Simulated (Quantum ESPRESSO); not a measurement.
Set up this calculation in Quantum ESPRESSO 7.5, as the native input.

```yaml
Task: single point
Functional: PBEsol
Potentials_or_basis: GBRV 1.5 PBEsol
Cutoff: 612 eV
Density_cutoff: 4898 eV
k_mesh: 9 × 9 × 9
Occupations: fermi-dirac, width 0.05 eV
Spin: no spin polarisation
Hubbard_projectors: ortho-atomic
Mixing_beta: 0.5
Most_SCF_iterations: 120
SCF_threshold: 4e-10 Ry
```

ZrS:

```
CELL_PARAMETERS angstrom
0.00000 2.62500 2.62500
2.62500 0.00000 2.62500
2.62500 2.62500 0.00000
ATOMIC_POSITIONS crystal
Zr 0.00000 0.00000 0.00000
S 0.50000 0.50000 0.50000
```

These files were run (other wordings do the same):

pw.in

```
&CONTROL
  calculation = 'scf'
  prefix = 'pwscf'
  outdir = './tmp'
  pseudo_dir = './pseudo'
  tprnfor = .true.
  tstress = .true.
  disk_io = 'low'
/
&SYSTEM
  ibrav = 0
  nat = 2
  ntyp = 2
  ecutwfc = 45
  ecutrho = 360
  nbnd = 15
  occupations = 'smearing'
  smearing = 'fd'
  degauss = 0.00367493
/
&ELECTRONS
  conv_thr = 4d-10
  electron_maxstep = 120
  mixing_beta = 0.5
/
ATOMIC_SPECIES
Zr    91.2240 zr_pbesol_v1.uspp.F.UPF
S     32.0600 s_pbesol_v1.4.uspp.F.UPF
CELL_PARAMETERS bohr
   0.0000000000    4.9605310771    4.9605310771
   4.9605310771    0.0000000000    4.9605310771
   4.9605310771    4.9605310771    0.0000000000
ATOMIC_POSITIONS bohr
Zr     0.0000000000    0.0000000000    0.0000000000
S      4.9605310771    4.9605310771    4.9605310771
K_POINTS automatic
9 9 9 0 0 0
```

pp_density.in

```
&INPUTPP
  prefix = 'pwscf'
  outdir = './tmp'
  filplot = 'density.dat'
  plot_num = 0
/
&PLOT
  nfile = 1
  filepp(1) = 'density.dat'
  iflag = 3
  output_format = 6
  fileout = 'density.cube'
/
```

pp_potential.in

```
&INPUTPP
  prefix = 'pwscf'
  outdir = './tmp'
  filplot = 'potential.dat'
  plot_num = 11
/
&PLOT
  nfile = 1
  filepp(1) = 'potential.dat'
  iflag = 3
  output_format = 6
  fileout = 'potential.cube'
/
```

Potentials or basis: GBRV 1.5 PBEsol.

The run is started by

```sh
$ OMP_NUM_THREADS=1 mpirun -n 2 pw.x -nk 2 -in pw.in > pw.out
$ OMP_NUM_THREADS=1 mpirun -n 1 pp.x -in pp_density.in > pp_density.out
$ OMP_NUM_THREADS=1 mpirun -n 1 pp.x -in pp_potential.in > pp_potential.out
```

It gave:

The pressure is -6.6 GPa. The band gap on the k mesh is none (metal or under the smearing width).

Run time: 10 s on 2 MPI ranks on Arm Neoverse V2 (shared host), peak memory 0.2 GiB a rank.
